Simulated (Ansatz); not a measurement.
**NiSi2 (Si2Ni-type): a single-point run**

Aim: a sound single-point run of NiSi2 (Si2Ni-type). The structure is shown as the input types it.

The COD entry's cell or inner coordinates are ideal or old and differ from later refinements, so a difference from it is no clean test against experiment.

Program: Ansatz 0.2.0. Level of theory: DFT PBE, scalar-relativistic, plane waves, PAW. These are calculated values, not measurements.

1 further run of the same task is left out (set aside as unsound or not needed). Runs told in other sessions of the task aren't counted.

## (1) The system as given

Symmetry: Fm-3m, No. 225, cubic system. The conventional cell has a = 5.443 Å, b = 5.443 Å, c = 5.443 Å, α = 90.00°, β = 90.00°, γ = 90.00°. Si (site symmetry -43m) has 4 Ni at 2.36 Å in its first shell of neighbours. Ni (site symmetry m-3m) is surrounded by 8 Si at 2.36 Å.

As a file:

```xyz
3
Lattice="0.0000 2.7217 2.7217 2.7217 0.0000 2.7217 2.7217 2.7217 0.0000" Properties=species:S:1:pos:R:3 pbc="T T T"
Si    1.3608    1.3608    1.3608
Si    4.0825    4.0825    4.0825
Ni    0.0000    0.0000    0.0000
```

## (2) Input and run

input.yaml reads:

```yaml
crystal:
  lattice:
    - [0.0, 2.7216542978, 2.7216542978]
    - [2.7216542978, 0.0, 2.7216542978]
    - [2.7216542978, 2.7216542978, 0.0]
  atoms:
    - { symbol: Si, position: [0.25, 0.25, 0.25] }
    - { symbol: Si, position: [0.75, 0.75, 0.75] }
    - { symbol: Ni, position: [0.0, 0.0, 0.0], spin: 0.8 }
basis:
  ecutwfc: 420
  ecutrho_ratio: 4
kpoints:
  mp_grid: { grid: [1, 1, 1] }
hamiltonian:
  xc: pbe
scf:
  occupations: { method: gaussian, width: 0.05 }
  max_iter: 100
output:
  forces: true
  stress: true
magnetization:
  spin_polarized: true
```

Started as:

```bash
$ ansatz run input.yaml --threads 4 --pin off --max-ram 7168MiB --backend cpu --events-out ev --progress --plain --runs-dir out
```

**Question.** How will this run end, and is anything wrong with its input?

The program finished normally, with warnings (stability check not made). It gives a pressure of 119 GPa, which is large; a structure far from rest gives such values too, whatever the setting.

In the input, kpoints.mp_grid.grid is [1, 1, 1]. Band dispersion is ignored when only one k-point is used.

To check: set kpoints.mp_grid.grid to [12, 12, 12].
